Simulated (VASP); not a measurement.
# C (P6_3/mmc) in VASP: further runs, part 2 of 2

VASP 6.6.1. The steps go on from the part before.

### Step 3. Relaxation of cell and atoms, PBEsol

This run uses another cell than the first one, of 10.28 Å³/atom, 1.204 times its volume.

Input file INCAR:

```
SYSTEM = C
PREC     = Accurate       ! precision mode
ENCUT    = 600            ! plane-wave cutoff, eV
EDIFF    = 1E-6           ! SCF threshold, eV
ISMEAR   = 0              ! smearing method
SIGMA    = 0.03           ! smearing width, eV
LREAL    = .FALSE.        ! projectors in reciprocal space
LASPH    = .TRUE.         ! aspherical terms in the spheres
NELM     = 80             ! most SCF steps
ALGO     = Normal         ! electronic algorithm
ISIF     = 3              ! what is computed and relaxed
LWAVE    = .FALSE.        ! write WAVECAR
LCHARG   = .FALSE.        ! write CHGCAR
GGA      = PS             ! functional
IBRION   = 2              ! ionic algorithm
NSW      = 90             ! ionic steps
EDIFFG   = -0.01          ! ionic threshold
```

Input file KPOINTS:

```
Automatic mesh
0
G
  12 12 4
  0 0 0
```

Input file POSCAR:

```
C
1.0
    2.4672912616      0.0000000000      0.0000000000
   -1.2336456308      2.1367369111      0.0000000000
    0.0000000000      0.0000000000      7.8030730000
C
4
Direct
    0.0000000000      0.0000000000      0.2500000000
    0.0000000000      0.0000000000      0.7500000000
    0.3333333300      0.6666666700      0.2500000000
    0.6666666700      0.3333333300      0.7500000000
```

Potentials or basis: VASP PAW PBE potentials, release 64 (C).

Command:

```console
$ cat potpaw_PBE.64/C/POTCAR > POTCAR
$ mpirun -np 1 vasp_std > vasp.out
```

Wall time 1.8 min (1 thread of Intel Xeon 6975P-C (Granite Rapids), shared host); peak memory 0.17 GiB.

It converged, with:

- Free energy: -38.5889 eV
- Relaxed volume: 9.17 Å³/atom
- Relaxed cell: a = 2.460 Å, b = 2.460 Å, c = 7.001 Å, α = 90.00°, β = 90.00°, γ = 120.00°
- Space group after relaxing (to 0.05 Å): P6_3/mmc (No. 194)
- Energy gained by relaxing: 3.4 meV/atom
- Ionic steps: 16
- Pressure after relaxing: 0.0 GPa
- Band gap on the k mesh: none (metal or under the smearing width)

Step by step:
```csv
step,energy change (eV),largest force (eV/Å),pressure (GPa),volume (Å³)
1,0.0000,0.0000,-2.27,41.14
2,0.0100,0.0000,4.80,40.28
3,-0.0024,0.0000,-0.17,40.87
4,-0.0024,0.0000,-0.13,40.87
5,-0.0027,0.0000,-0.09,40.80
6,-0.0034,0.0000,-0.12,40.60
7,-0.0049,0.0000,-0.11,40.20
8,-0.0078,0.0000,-0.07,39.41
9,-0.0126,0.0000,0.03,37.81
10,-0.0051,0.0000,0.66,34.63
11,-0.0135,0.0000,0.06,37.26
12,-0.0127,0.0000,0.30,35.94
13,-0.0138,0.0000,0.12,36.82
14,-0.0138,0.0000,0.14,36.67
15,-0.0018,0.0000,-5.14,37.10
16,-0.0138,0.0000,0.02,36.68
```

Final structure:
```yaml
crystal:
  lattice:
    - [2.45973, 0.00000, 0.00000]
    - [-1.22987, 2.13019, 0.00000]
    - [0.00000, 0.00000, 7.00121]
  atoms:
    - { symbol: C, position: [0.00000, 0.00000, 0.25000] }
    - { symbol: C, position: [0.00000, 0.00000, 0.75000] }
    - { symbol: C, position: [0.33333, 0.66667, 0.25000] }
    - { symbol: C, position: [0.66667, 0.33333, 0.75000] }
```

Levels at points of the mesh, in eV from the Fermi level:
```csv
k point,band 5,band 6,band 7,band 8,band 9,band 10,band 11,band 12
"(0.00, 0.00, 0.00)",-2.98,-2.98,-2.97,-2.97,3.72,8.34,8.34,8.38
"(0.50, 0.00, 0.00)",-6.41,-6.38,-2.69,-2.14,1.47,2.07,7.30,7.59
"(0.00, 0.00, 0.50)",-2.97,-2.97,-2.97,-2.97,6.06,6.06,8.36,8.36
"(0.50, 0.00, 0.50)",-6.39,-6.39,-2.37,-2.37,1.63,1.63,7.44,7.44
```

Caveat: the PAW data sets were made with another functional, which shifts forces and pressure a little; this functional lacks dispersion, which binds the layers, so the pressure and a relaxed spacing across them are unreliable.

### Step 4. Relaxation of cell and atoms, PBEsol

This run uses another cell than the first one, of 9.17 Å³/atom, 1.073 times its volume.

INCAR, as its differences from that of step 3:

```diff
@@ -3,3 +3,3 @@
 ENCUT    = 600            ! plane-wave cutoff, eV
-EDIFF    = 1E-6           ! SCF threshold, eV
+EDIFF    = 1E-7           ! SCF threshold, eV
 ISMEAR   = 0              ! smearing method
@@ -16,2 +16,2 @@
 NSW      = 90             ! ionic steps
-EDIFFG   = -0.01          ! ionic threshold
+EDIFFG   = -0.005         ! ionic threshold
```

KPOINTS is that of step 3.

Input file POSCAR:

```
C                                       
1.0
    2.4597335167      0.0000000000     -0.0000000000
   -1.2298667583      2.1301917120     -0.0000000000
   -0.0000000000     -0.0000000000      7.0012062773
  C             
     4
Direct
     0.0000000000000000    0.0000000000000000    0.2500000000000000
     0.0000000000000000    0.0000000000000000    0.7500000000000000
     0.3333333300000021    0.6666666699999979    0.2500000000000000
     0.6666666699999979    0.3333333300000021    0.7500000000000000
```

Command:

```console
$ cat potpaw_PBE.64/C/POTCAR > POTCAR
$ mpirun -np 1 vasp_std > vasp.out
```

Wall time 19 s (1 thread of Intel Xeon 6975P-C (Granite Rapids), shared host); peak memory 0.16 GiB.

It converged, with:

```
Free energy                            : -38.5793 eV
Relaxed volume                         : 9.17 Å³/atom
Relaxed cell                           : a = 2.460 Å, b = 2.460 Å, c = 7.002 Å, α = 90.00°, β = 90.00°, γ = 120.00°
Space group after relaxing (to 0.05 Å) : P6_3/mmc (No. 194)
Energy gained by relaxing              : 0.0 meV/atom
Ionic steps                            : 3
Pressure after relaxing                : 0.0 GPa
Band gap on the k mesh                 : none (metal or under the smearing width)
```

Stress tensor (GPa, compression positive):
```
-0.02  0.00  0.00
 0.00 -0.02  0.00
 0.00  0.00  0.08
```

Final structure:
```cif
data_structure
_symmetry_space_group_name_H-M 'P 1'
_symmetry_Int_Tables_number 1
_cell_length_a 2.4600
_cell_length_b 2.4600
_cell_length_c 7.0017
_cell_angle_alpha 90.000
_cell_angle_beta 90.000
_cell_angle_gamma 120.000
_cell_volume 36.70
loop_
_atom_site_label
_atom_site_type_symbol
_atom_site_fract_x
_atom_site_fract_y
_atom_site_fract_z
_atom_site_occupancy
C1 C 0.00000 0.00000 0.25000 1
C2 C 0.00000 0.00000 0.75000 1
C3 C 0.33333 0.66667 0.25000 1
C4 C 0.66667 0.33333 0.75000 1
```

Levels at points of the mesh, in eV from the Fermi level:
```csv
k point,band 4,band 5,band 6,band 7,band 8,band 9,band 10,band 11,band 12
"(0.00, 0.00, 0.00)",-6.83,-2.98,-2.98,-2.97,-2.97,3.72,8.34,8.35,8.38
"(0.50, 0.00, 0.00)",-13.22,-6.41,-6.38,-2.69,-2.14,1.47,2.07,7.29,7.59
"(0.00, 0.00, 0.50)",-7.71,-2.98,-2.98,-2.98,-2.98,6.06,6.06,8.36,8.36
"(0.50, 0.00, 0.50)",-13.26,-6.39,-6.39,-2.37,-2.37,1.63,1.63,7.44,7.44
```

Caveat: the PAW data sets were made with another functional, which shifts forces and pressure a little; this functional lacks dispersion, which binds the layers, so the pressure and a relaxed spacing across them are unreliable.

### Step 5. Relaxation of cell and atoms, LDA

This run uses another cell than the first one, of 10.28 Å³/atom, 1.204 times its volume.

Input file INCAR:

```
SYSTEM = C
ALGO = Normal ; EDIFF = 1E-6
EDIFFG = -0.01 ; ENCUT = 600
GGA = CA ; IBRION = 2
ISIF = 3 ; ISMEAR = 0
LASPH = .TRUE. ; LCHARG = .FALSE.
LREAL = .FALSE. ; LWAVE = .FALSE.
NELM = 80 ; NSW = 90
PREC = Accurate ; SIGMA = 0.03
```

Input file KPOINTS:

```
k-points
0
G
  12 12 4
  0 0 0
```

Input file POSCAR:

```
C
1.0
    2.4672912616      0.0000000000      0.0000000000
   -1.2336456308      2.1367369111      0.0000000000
    0.0000000000      0.0000000000      7.8030730000
C
4
Direct
    0.0000000000      0.0000000000      0.2500000000
    0.0000000000      0.0000000000      0.7500000000
    0.3333333300      0.6666666700      0.2500000000
    0.6666666700      0.3333333300      0.7500000000
```

Potentials or basis: VASP PAW LDA potentials, release 64 (C).

Command:

```console
$ cat potpaw_LDA.64/C/POTCAR > POTCAR
$ mpirun -np 1 vasp_std > vasp.out
```

It took 3.4 min on 1 thread of Intel Xeon Platinum 8259CL at 2.50GHz (Skylake/Cascade Lake), shared host; peak memory 0.15 GiB.

The run converged. Its results:

| Item | Value |
| --- | --- |
| Free energy | -40.4709 eV |
| Relaxed volume | 8.54 Å³/atom |
| Relaxed cell | a = 2.446 Å, b = 2.446 Å, c = 6.597 Å, α = 90.00°, β = 90.00°, γ = 120.00° |
| Space group after relaxing (to 0.05 Å) | P6_3/mmc (No. 194) |
| Energy gained by relaxing | 19.6 meV/atom |
| Ionic steps | 15 |
| Pressure after relaxing | 0.0 GPa |
| Band gap on the k mesh | none (metal or under the smearing width) |

Stress tensor (GPa, compression positive):
```
 0.02  0.00  0.00
 0.00  0.02  0.00
 0.00  0.00 -0.13
```

The path:
```
step  energy change (eV)  largest force (eV/Å)  pressure (GPa)  volume (Å³)
   1              0.0000                0.0000           -6.58        41.14
   2              0.0914                0.0000           15.40        38.67
   3             -0.0204                0.0000           -0.61        40.39
   4             -0.0204                0.0000           -0.49        40.37
   5             -0.0224                0.0000           -0.51        40.19
   6             -0.0287                0.0000           -0.51        39.63
   7             -0.0416                0.0000           -0.57        38.52
   8             -0.0660                0.0000           -0.52        36.29
   9             -0.0557                0.0000            0.84        31.84
  10             -0.0762                0.0000           -0.36        34.90
  11             -0.0779                0.0000           -0.09        33.74
  12             -0.0783                0.0000           -0.15        34.07
  13             -0.0782                0.0000           -0.19        34.19
  14             -0.0746                0.0000            3.19        33.88
  15             -0.0782                0.0000           -0.03        34.18
```

Final structure:
```
C
1.0
     2.44590    0.00000    0.00000
    -1.22295    2.11821    0.00000
     0.00000    0.00000    6.59690
C
4
Direct
  0.00000 0.00000 0.25000
  0.00000 0.00000 0.75000
  0.33333 0.66667 0.25000
  0.66667 0.33333 0.75000
```

Levels at points of the mesh, in eV from the Fermi level:
```csv
k point,band 5,band 6,band 7,band 8,band 9,band 10,band 11,band 12
"(0.00, 0.00, 0.00)",-2.98,-2.98,-2.96,-2.96,3.97,8.45,8.45,8.51
"(0.50, 0.00, 0.00)",-6.45,-6.38,-2.86,-2.09,1.47,2.24,7.51,7.98
"(0.00, 0.00, 0.50)",-2.97,-2.97,-2.97,-2.97,6.77,6.77,8.48,8.48
"(0.50, 0.00, 0.50)",-6.42,-6.42,-2.39,-2.39,1.61,1.61,7.73,7.73
```

Caveat: the volume moved by over 15 % at a fixed basis, so the end points are rough.

### Step 6. Relaxation of cell and atoms, LDA

INCAR, as its differences from that of step 5:

```diff
@@ -1,4 +1,4 @@
 SYSTEM = C
-ALGO = Normal ; EDIFF = 1E-6
-EDIFFG = -0.01 ; ENCUT = 600
+ALGO = Normal ; EDIFF = 1E-7
+EDIFFG = -0.005 ; ENCUT = 600
 GGA = CA ; IBRION = 2
```

KPOINTS is that of step 5.

Input file POSCAR:

```
C                                       
1.0
    2.4459031383     -0.0000000000      0.0000000000
   -1.2229515691      2.1182142529     -0.0000000000
    0.0000000000      0.0000000000      6.5968977676
  C             
     4
Direct
     0.0000000000000000    0.0000000000000000    0.2500000000000000
     0.0000000000000000    0.0000000000000000    0.7500000000000000
     0.3333333300000021    0.6666666699999979    0.2500000000000000
     0.6666666699999979    0.3333333300000021    0.7500000000000000
```

Potentials or basis: VASP PAW LDA potentials, release 64 (C).

Command:

```console
$ cat potpaw_LDA.64/C/POTCAR > POTCAR
$ mpirun -np 1 vasp_std > vasp.out
```

Run time: 1.7 min. Hardware: 1 thread of Intel Xeon Platinum 8259CL at 2.50GHz (Skylake/Cascade Lake), shared host; peak memory 0.14 GiB.

The run converged. Its results:

```yaml
Free_energy: -40.4535 eV
Relaxed_volume: 8.49 Å³/atom
Relaxed_cell: a = 2.446 Å, b = 2.446 Å, c = 6.551 Å, α = 90.00°, β = 90.00°, γ = 120.00°
Space_group_after_relaxing_to_0.05_Å: P6_3/mmc (No. 194)
Energy_gained_by_relaxing: 0.0 meV/atom
Ionic_steps: 9
Pressure_after_relaxing: 0.0 GPa
Band_gap_on_the_k_mesh: none (metal or under the smearing width)
```

Step by step:
| step | energy change (eV) | largest force (eV/Å) | pressure (GPa) | volume (Å³) |
| --- | --- | --- | --- | --- |
| 1 | 0.0000 | 0.0000 | 0.06 | 34.18 |
| 2 | 0.0000 | 0.0000 | -0.39 | 34.19 |
| 3 | 0.0000 | 0.0000 | -0.15 | 34.19 |
| 4 | -0.0001 | 0.0000 | -0.14 | 34.16 |
| 5 | -0.0001 | 0.0000 | -0.12 | 34.08 |
| 6 | -0.0002 | 0.0000 | -0.07 | 33.92 |
| 7 | -0.0002 | 0.0000 | -0.07 | 33.95 |
| 8 | -0.0001 | 0.0000 | 0.51 | 33.91 |
| 9 | -0.0002 | 0.0000 | 0.01 | 33.95 |

Final structure:
```
CELL_PARAMETERS angstrom
2.44622 0.00000 0.00000
-1.22311 2.11849 0.00000
0.00000 0.00000 6.55060
ATOMIC_POSITIONS crystal
C 0.00000 0.00000 0.25000
C 0.00000 0.00000 0.75000
C 0.33333 0.66667 0.25000
C 0.66667 0.33333 0.75000
```

Levels at points of the mesh, in eV from the Fermi level:
```
           k point  band 6  band 7  band 8  band 9  band 10  band 11
(0.00, 0.00, 0.00)   -2.98   -2.95   -2.95    4.04     8.45     8.45
(0.50, 0.00, 0.00)   -6.38   -2.87   -2.08    1.48     2.27     7.49
(0.00, 0.00, 0.50)   -2.97   -2.97   -2.97    6.90     6.90     8.48
(0.50, 0.00, 0.50)   -6.41   -2.39   -2.39    1.61     1.61     7.73
```
